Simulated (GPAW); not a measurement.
Ag:

```
CELL_PARAMETERS angstrom
0.00000 2.04275 2.04275
2.04275 0.00000 2.04275
2.04275 2.04275 0.00000
ATOMIC_POSITIONS crystal
Ag 0.00000 0.00000 0.00000
```

```yaml
Program: GPAW 26.7.0
Task: relaxation of cell and atoms
Functional: PBEsol
Dispersion: D3
Potentials_or_basis: PAW data sets generated in the run's folder for this functional
Cutoff: 600 eV
Basis: pw
k_mesh: 11 × 11 × 11
Occupations: fermi-dirac, width 0.05 eV
Spin: no spin polarisation
```

At the start: pressure -6.9 GPa; volume 17.05 Å³/atom.

Task: Where does the relaxation end?

Result: Over 4 steps the energy falls by 24.2 meV/atom and the volume is 16.03 Å³/atom (-6.0 %); space group Fm-3m (No. 225, to 0.05 Å).

Step by step:
| step | energy change (eV) | largest force (eV/Å) | pressure (GPa) | volume (Å³) |
| --- | --- | --- | --- | --- |
| 1 | 0.0000 | 0.0000 | -6.89 | 17.05 |
| 2 | -0.0179 | 0.0000 | -3.74 | 16.52 |
| 3 | -0.0241 | 0.0000 | 0.57 | 15.95 |
| 4 | -0.0242 | 0.0000 | -0.03 | 16.03 |

Final structure:
```
Ag
1.0
     0.00000    2.00112    2.00112
     2.00112    0.00000    2.00112
     2.00112    2.00112    0.00000
Ag
1
Direct
  0.00000 0.00000 0.00000
```

Caveat: later steps reuse the first step's grids; pairwise dispersion overbinds metals, which lowers pressure and volume.
